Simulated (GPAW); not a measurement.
The system is BN.

```
CELL_PARAMETERS angstrom
2.55394 0.00000 0.00000
-1.27697 2.21178 0.00000
0.00000 0.00000 4.22685
ATOMIC_POSITIONS crystal
N 0.33333 0.66667 0.12528
N 0.66667 0.33333 0.62528
B 0.33333 0.66667 0.49972
B 0.66667 0.33333 0.99972
```

Measurements of this composition are mostly on another form, of space group No. 194.

Base run:

```yaml
Program: GPAW 26.7.0
Functional: LDA
Potentials_or_basis: the program's PAW data sets (release 1.2.1) made for this functional
Cutoff: 800 eV
Basis: pw
k_mesh: 10 × 10 × 5
Occupations: fermi-dirac, width 0.05 eV
Spin: no spin polarisation
```

Its results: band gap on the k mesh 5.18 eV, indirect (least direct gap 8.11 eV); pressure -15.0 GPa; largest force 0.022 eV/Å.

The run is repeated on the same cell with these changes: functional from LDA to PBE; potentials or basis from the program's PAW data sets (release 1.2.1) made for this functional to GPAW PAW data sets (gpaw-data 1.2.1); cutoff from 800 eV to 600 eV. What comes out?

Band gap on the k mesh 5.38 eV, indirect (least direct gap 8.22 eV); pressure -12.2 GPa; largest force 0.017 eV/Å.

Caveats: the mesh misses the band edges, which the band path finds closer together (some runs); the cutoff is short for stress and forces, so pressures can be off by a GPa or more (some runs); an odd mesh through Γ misses points on the zone boundary, where band edges often lie (some runs).
